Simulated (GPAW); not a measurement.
The system is ZrS2.

```
CELL_PARAMETERS angstrom
3.69138 0.00000 0.00000
-1.84569 3.19683 0.00000
0.00000 0.00000 6.04108
ATOMIC_POSITIONS crystal
Zr 0.00000 0.00000 0.00000
S 0.33333 0.66667 0.23791
S 0.66667 0.33333 0.76209
```

The cell is a database's computed one.

Base run:

* Program: GPAW 26.7.0
* Functional: r2SCAN
* Potentials or basis: GPAW PAW data sets (gpaw-data 1.2.1)
* Cutoff: 600 eV
* Basis: pw
* k mesh: 8 × 8 × 5
* Occupations: fermi-dirac, width 0.05 eV
* Spin: no spin polarisation

Its results: band gap on the k mesh 1.37 eV, indirect (least direct gap 1.95 eV); pressure -0.2 GPa; largest force 0.035 eV/Å.

After a change of settings the same cell gave: band gap on the k mesh 0.94 eV, indirect (least direct gap 1.53 eV); pressure -5.0 GPa; largest force 0.342 eV/Å. Which change was it?
A. functional from r2SCAN to PBEsol; potentials or basis from GPAW PAW data sets (gpaw-data 1.2.1) to PAW data sets generated in the run's folder for this functional
B. functional from r2SCAN to PBE
C. functional from r2SCAN to PBE; occupations from fermi-dirac, width 0.05 eV to gaussian, width 0.016 eV
D. functional from r2SCAN to LDA; potentials or basis from GPAW PAW data sets (gpaw-data 1.2.1) to the program's PAW data sets (release 1.2.1) made for this functional

D.

Caveats: the PAW data sets were made with another functional, which shifts forces and pressure a little (some runs).

Not every run made on this cell is shown here.
